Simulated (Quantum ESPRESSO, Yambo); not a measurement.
**BN (P6_3/mmc): G0W0 in Yambo against the screening cutoff**

How does the gap of BN (P6_3/mmc) converge in the screening cutoff?

Calculated with Yambo 5.3.0; PBE and many-body steps on it, plane waves.

## Step 1: The starting structure

It takes space group P6_3/mmc (No. 194, hexagonal). The conventional cell has a = 2.504 Å, b = 2.504 Å, c = 6.661 Å, α = 90.00°, β = 90.00°, γ = 120.00°. Nearest to B lie 3 N at 1.45 Å. Nearest to N lie 3 B at 1.45 Å. Farther neighbours and most contacts between anions are not listed.

Coordinates:

```xyz
4
Lattice="2.5040 0.0000 0.0000 -1.2520 2.1685 0.0000 0.0000 0.0000 6.6612" Properties=species:S:1:pos:R:3 pbc="T T T"
B     0.0000    1.4457    1.6653
B     1.2520    0.7228    4.9959
N     0.0000    1.4457    4.9959
N     1.2520    0.7228    1.6653
```

The cell and positions come from the Crystallography Open Database and are kept as given unless a step says otherwise.

## Step 2: 3.25 Ha

This step: Yambo 5.3.0; G0W0 on PBE, plane waves, norm-conserving pseudopotentials.

G0W0 replaces the xc potential by the self-energy, built once from these orbitals. Only a window of levels is corrected, while the sums run over the empty bands that the input names.

Input file gw7.in:

```
HF_and_locXC
gw0
dyson
ppa
em1d
rim_cut
RandQpts= 1000000
RandGvec= 1 RL
EXXRLvcs= 72 Ry
VXCRLvcs= 288 Ry
Chimod= "HARTREE"
% BndsRnXp
 1 | 115 |
%
NGsBlkXp= 6.5 Ry
% LongDrXp
 1 | 1 | 1 |
%
% GbndRnge
 1 | 115 |
%
DysSolver= "n"
ExtendOut
PPAPntXp= 27.21138 eV
% QPkrange
 14 | 14 | 7 | 10 |
 7 | 7 | 7 | 10 |
 1 | 1 | 7 | 10 |
%
```

Run with:

```console
> OMP_NUM_THREADS=1 mpirun -n 4 yambo -F gw7.in -J gw7 -C gw7 > gw7.log
```

The program printed:

```text
 Yambo, version 5.3.0

 [02] CORE Variables Setup
 =========================

  [... cell, symmetries and grids as in the set-up ...]

  [02.05] Energies & Occupations
  ==============================

  [X] === General ===
  [X] Electronic Temperature                        :  0.000000  0.000000 [eV K]
  [X] Bosonic    Temperature                        :  0.000000  0.000000 [eV K]
  [X] Finite Temperature mode                       : no
  [X] El. density                                   :  0.44236E+24 [cm-3]
  [X] Fermi Level                                   :  4.698546 [eV]

  [X] === Gaps and Widths ===
  [X] Conduction Band Min                           :  4.314160 [eV]
  [X] Valence Band Max                              :  0.000000 [eV]
  [X] Filled Bands                                  :   8
  [X] Empty Bands                                   :     9   434
  [X] Direct Gap                                    :  4.669575 [eV]
  [X] Direct Gap localized at k                     :  14
  [X] Indirect Gap                                  :  4.314160 [eV]
  [X] Indirect Gap between kpts                     :  14   7
  [X] Last valence band width                       :  3.190982 [eV]
  [X] 1st conduction band width                     :  3.840425 [eV]

 [03] Transferred momenta grid and indexing
 ==========================================

 IBZ Q-points                                      :  14
 BZ  Q-points                                      :   72

 K/Q-points units:
 rlu = crystal or reduced units; cc = cartesian coordinates; iku = interal k-units

 Q [ 1]         [rlu]:  0.000000  0.000000  0.000000
 Q [ 2]         [rlu]:  0.000000  0.000000 -0.500000
 Q [ 3]         [rlu]:  0.45246E-17  0.16667       0.0000
 Q [ 4]         [rlu]:  0.45246E-17  0.16667     -0.50000
 Q [ 5]         [rlu]:  0.90491E-17  0.33333       0.0000
 Q [ 6]         [rlu]:  0.90491E-17  0.33333     -0.50000
 Q [ 7]         [rlu]: -0.13574E-16 -0.50000       0.0000
 Q [ 8]         [rlu]: -0.13574E-16 -0.50000     -0.50000
 Q [ 9]         [rlu]:  0.166667  0.166667  0.000000
 Q [10]         [rlu]:  0.166667  0.166667 -0.500000
 Q [11]         [rlu]:  0.166667  0.333333  0.000000
 Q [12]         [rlu]:  0.166667  0.333333 -0.500000
 Q [13]         [rlu]:  0.333333  0.333333  0.000000
 Q [14]         [rlu]:  0.333333  0.333333 -0.500000

 [04] Coloumb potential Random Integration (RIM)
 ===============================================

  [04.01] RIM initialization
  ==========================

  * Diagonal components only detected *

  8 x (sBL volume)        :  0.112915 [a.u.]
  sBZ random points       :  1000000
  Points outside the sBZ  :   7981908
  RL volume               :  1.016236 [a.u.]
  Integrated volume       :  1.018540 [a.u.]

  [04.02] RIM integrals
  =====================

  Gamma point sphere radius             :  0.087673 [a.u.]
  Points outside the sphere             :   800056
  [Int_sBZ(q=0) 1/q^2]*(Vol_sBZ)^(-1/3) =:  7.718302
                                 should be <:  7.795600

  Summary of Coulomb integrals for non-metallic bands |Q|[au] RIM/Bare

  Q [1] 0.100000E-4 0.990085 * Q [2] 0.249574 1.075393
  Q [3] 0.255544 1.053879 * Q [4] 0.357197 1.052688
  Q [9] 0.442616 1.021893 * Q [10] 0.508130 1.021750
  Q [5] 0.511089 1.016956 * Q [6] 0.568770 1.016958
  Q [11] 0.676107 1.010896 * Q [12] 0.720700 1.010784
  Q [7] 0.766633 1.008740 * Q [8] 0.806234 1.008615
  Q [13] 0.885232 1.007388 * Q [14] 0.919741 1.007309

 [WARNING] [Xp] User bands 1-115 break level degeneracy

 [05] Dipoles
 ============

  [05.01] Setup: observables and procedures
  =========================================

 [06] Dynamic Dielectric Matrix (PPA)
 ====================================

 [WR./gw7//ndb.pp]---------------------------------------------------------------
  Brillouin Zone Q/K grids (IBZ/BZ)                :   14   72   14   72
  RL vectors                                       :   3391 [WF]
  Coulomb cutoff potential                         : none
[...]
X poles                                          :  100.0000 [o/o]
  RL vectors in the sum                            :   3391
  [r,Vnl] included                                 : yes
  Field direction                                  :  0.577350E-5  0.577350E-5  0.577350E-5
  BZ energy Double Grid                            : no
  BZ energy DbGd points                            : 0
  BZ Q point size factor                           : -1.000000
  X Optical Averaged directions                    : none

 [07] Local Exchange-Correlation + Non-Local Fock
 ================================================

 [VXC] Plane waves :  20149
 [EXS] Plane waves :  2483

 QP @ state[ 1 ] K range:  1  1
 QP @ state[ 1 ] b range:   7  10
 QP @ state[ 2 ] K range:   7   7
 QP @ state[ 2 ] b range:   7  10
 QP @ state[ 3 ] K range:  14  14
 QP @ state[ 3 ] b range:   7  10

 [xc] Functional : Perdew, Burke & Ernzerhof(X)+Perdew, Burke & Ernzerhof(C)
 [xc] LIBXC used to calculate xc functional
  PP Number of Atomic Species                      :  2
  NLCC RL compoments                               :  20149
  PP Number of Atomic Species                      :  2
  NLCC RL compoments                               :  20149

 [xc] E_xc :  -7.384420 [Ha]
      E_xc :  -14.76884 [Ry]

  Local XC kind (lXC) : Perdew, Burke & Ernzerhof(X)+Perdew, Burke & Ernzerhof(C)
  Non-Local XC kind (nlXC) : Hartree-Fock

  Corrections @ K [1] :  [eV]
 <7|nlXC|7> = -22.66614  0.54046E-17 <7|lXC|7> = -18.42829  0.18882E-15
 <8|nlXC|8> = -22.66610 -0.29346E-19 <8|lXC|8> = -18.42829  0.18882E-15
 <9|nlXC|9> = -4.450487  0.21150E-17 <9|lXC|9> = -8.606222  0.000000
 <10|nlXC|10> = -7.111859 -0.27258E-17 <10|lXC|10> = -13.67039  0.000000

  Corrections @ K [7] :  [eV]
 <7|nlXC|7> = -18.53788 -0.14893E-17 <7|lXC|7> = -14.85874  0.000000
 <8|nlXC|8> = -19.83872  0.10450E-16 <8|lXC|8> = -16.38986 -0.18882E-15
[...]
Corrections @ K [14] :  [eV]
[...]
<8|nlXC|8> = -19.84811 -0.90032E-18 <8|lXC|8> = -16.63092  0.28323E-15
 <9|nlXC|9> = -5.649894  0.12782E-17 <9|lXC|9> = -10.92032 -0.94408E-16
 <10|nlXC|10> = -5.649946  0.19947E-18 <10|lXC|10> = -10.92032  0.000000

  [07.01] Hartree-Fock occupations report
  =======================================

  [Hartree-Fock] === General ===
  [Hartree-Fock] Electronic Temperature             :  0.000000  0.000000 [eV K]
  [Hartree-Fock] Bosonic    Temperature             :  0.000000  0.000000 [eV K]
  [Hartree-Fock] Finite Temperature mode            : no
  [Hartree-Fock] El. density                        :  0.44236E+24 [cm-3]
  [Hartree-Fock] Fermi Level                        :  4.698546 [eV]

  [Hartree-Fock] === Gaps and Widths ===
  [Hartree-Fock] Conduction Band Min                :  4.771942 [eV]
  [Hartree-Fock] Valence Band Max                   : -0.076747 [eV]
  [Hartree-Fock] Filled Bands                       :   8
  [Hartree-Fock] Empty Bands                        :     9   434
  [Hartree-Fock] Direct Gap                         :  4.953946 [eV]
  [Hartree-Fock] Direct Gap localized at k          :  13
  [Hartree-Fock] Indirect Gap                       :  4.848689 [eV]
  [Hartree-Fock] Indirect Gap between kpts          :  13   8
  [Hartree-Fock] Last valence band width            :  5.467195 [eV]
  [Hartree-Fock] 1st conduction band width          :  5.168056 [eV]

 [08] Dyson equation: Newton solver
 ==================================

  [08.01] G0W0 (W PPA)
  ====================

  [  GW  ] Bands range     :    1  115
  [GW/PPA] G damping       :  0.100000 [eV]

  QP @ state[ 1 ] K range:  1  1
  QP @ state[ 1 ] b range:   7  10
  QP @ state[ 2 ] K range:   7   7
  QP @ state[ 2 ] b range:   7  10
  QP @ state[ 3 ] K range:  14  14
  QP @ state[ 3 ] b range:   7  10

   Sc/G bands                                       :    1  115
   Sc/G damping                                     :  0.100000 ev
   Sc bands terminator                              : no
   Sx RL components                                 :  2483

   QP @ state[ 1 ] K range                          :  1  1
   QP @ state[ 1 ] b range                          :   7  10
   QP @ state[ 2 ] K range                          :   7   7
   QP @ state[ 2 ] b range                          :   7  10
   QP @ state[ 3 ] K range                          :  14  14
   QP @ state[ 3 ] b range                          :   7  10
   GF energies kind                                 : Perdew, Burke & Ernzerhof(X)+Perdew, Burke & Ernzerhof(C)
   GF WF`s kind                                     : Perdew, Burke & Ernzerhof(X)+Perdew, Burke & Ernzerhof(C)
   Xs energies kind                                 : Perdew, Burke & Ernzerhof(X)+Perdew, Burke & Ernzerhof(C)
   Xs WF`s kind                                     : Perdew, Burke & Ernzerhof(X)+Perdew, Burke & Ernzerhof(C)

 [11] Game Over & Game summary
```

Run time: 40 s. Hardware: 4 MPI ranks of Arm Neoverse V1, shared host; peak memory 1.5 GiB.

This step gave:

| Property | Result |
| --- | --- |
| G0W0 gap on the points computed | 5.551 eV |
| starting gap on the mesh | 4.314 eV |
| k of the valence top | 0.3333, 0.3333, -0.5 |
| k of the conduction bottom | 0, -0.5, 0 |
| least direct G0W0 gap on the computed points | 6.055 eV |
| Z at the valence top | 0.8148 |
| Z at the conduction bottom | 0.8419 |

The gap on the mesh goes from 4.31 eV to 5.55 eV, a correction of +1.24 eV.

## Step 3: 5.25 Ha

gw8.in, as its differences from gw7.in of step 2:

```diff
@@ -14,3 +14,3 @@
 %
-NGsBlkXp= 6.5 Ry
+NGsBlkXp= 10.5 Ry
 % LongDrXp
```

Run with:

```console
> OMP_NUM_THREADS=1 mpirun -n 4 yambo -F gw8.in -J gw8 -C gw8 > gw8.log
```

The program printed:

```text
 Yambo, version 5.3.0

 [02] CORE Variables Setup
 =========================

  [... cell, symmetries and grids as in the set-up ...]

  [02.05] Energies & Occupations
  ==============================

  [X] === General ===
  [X] Electronic Temperature                        :  0.000000  0.000000 [eV K]
  [X] Bosonic    Temperature                        :  0.000000  0.000000 [eV K]
  [X] Finite Temperature mode                       : no
  [X] El. density                                   :  0.44236E+24 [cm-3]
  [X] Fermi Level                                   :  4.698546 [eV]

  [X] === Gaps and Widths ===
  [X] Conduction Band Min                           :  4.314160 [eV]
  [X] Valence Band Max                              :  0.000000 [eV]
  [X] Filled Bands                                  :   8
  [X] Empty Bands                                   :     9   434
  [X] Direct Gap                                    :  4.669575 [eV]
  [X] Direct Gap localized at k                     :  14
  [X] Indirect Gap                                  :  4.314160 [eV]
  [X] Indirect Gap between kpts                     :  14   7
  [X] Last valence band width                       :  3.190982 [eV]
  [X] 1st conduction band width                     :  3.840425 [eV]

 [03] Transferred momenta grid and indexing
 ==========================================

 IBZ Q-points                                      :  14
 BZ  Q-points                                      :   72

 K/Q-points units:
 rlu = crystal or reduced units; cc = cartesian coordinates; iku = interal k-units

 Q [ 1]         [rlu]:  0.000000  0.000000  0.000000
 Q [ 2]         [rlu]:  0.000000  0.000000 -0.500000
 Q [ 3]         [rlu]:  0.45246E-17  0.16667       0.0000
[...]
[Hartree-Fock] Conduction Band Min                :  4.771942 [eV]
  [Hartree-Fock] Valence Band Max                   : -0.076747 [eV]
  [Hartree-Fock] Filled Bands                       :   8
  [Hartree-Fock] Empty Bands                        :     9   434
  [Hartree-Fock] Direct Gap                         :  4.953946 [eV]
  [Hartree-Fock] Direct Gap localized at k          :  13
  [Hartree-Fock] Indirect Gap                       :  4.848689 [eV]
  [Hartree-Fock] Indirect Gap between kpts          :  13   8
  [Hartree-Fock] Last valence band width            :  5.467195 [eV]
  [Hartree-Fock] 1st conduction band width          :  5.168056 [eV]

 [08] Dyson equation: Newton solver
 ==================================

  [08.01] G0W0 (W PPA)
  ====================

  [  GW  ] Bands range     :    1  115
  [GW/PPA] G damping       :  0.100000 [eV]

  QP @ state[ 1 ] K range:  1  1
  QP @ state[ 1 ] b range:   7  10
  QP @ state[ 2 ] K range:   7   7
  QP @ state[ 2 ] b range:   7  10
  QP @ state[ 3 ] K range:  14  14
  QP @ state[ 3 ] b range:   7  10

   Sc/G bands                                       :    1  115
   Sc/G damping                                     :  0.100000 ev
   Sc bands terminator                              : no
   Sx RL components                                 :  2483

   QP @ state[ 1 ] K range                          :  1  1
   QP @ state[ 1 ] b range                          :   7  10
   QP @ state[ 2 ] K range                          :   7   7
   QP @ state[ 2 ] b range                          :   7  10
   QP @ state[ 3 ] K range                          :  14  14
   QP @ state[ 3 ] b range                          :   7  10
   GF energies kind                                 : Perdew, Burke & Ernzerhof(X)+Perdew, Burke & Ernzerhof(C)
   GF WF`s kind                                     : Perdew, Burke & Ernzerhof(X)+Perdew, Burke & Ernzerhof(C)
   Xs energies kind                                 : Perdew, Burke & Ernzerhof(X)+Perdew, Burke & Ernzerhof(C)
   Xs WF`s kind                                     : Perdew, Burke & Ernzerhof(X)+Perdew, Burke & Ernzerhof(C)

 [11] Game Over & Game summary
```

It took 66 s on 4 MPI ranks; peak memory 1.5 GiB.

Numbers from this step:

```
G0W0 gap on the points computed              : 5.661 eV
starting gap on the mesh                     : 4.314 eV
k of the valence top                         : 0.3333, 0.3333, -0.5
k of the conduction bottom                   : 0, -0.5, 0
least direct G0W0 gap on the computed points : 6.141 eV
Z at the valence top                         : 0.8073
Z at the conduction bottom                   : 0.8401
```

Against the run before, the gap moves by +0.109 eV.

(Continued in part 2 of 2.)

[Paths, hosts, dates, memory and timing lines, banners, echoed tables and standing remarks are left out of the program output.]

[Logs are printed without paths, hosts, clocks, repeated set-up lines and the standing remarks that a program may print on its own settings, such as how far it seeks lower states.]

[Runs of the session that timed out or met a known fault of the program may be left out.]

[Hosts, paths, dates, database ids (printed as entryN), source tags and the programs' standing remarks are cut or masked in the printed files.]
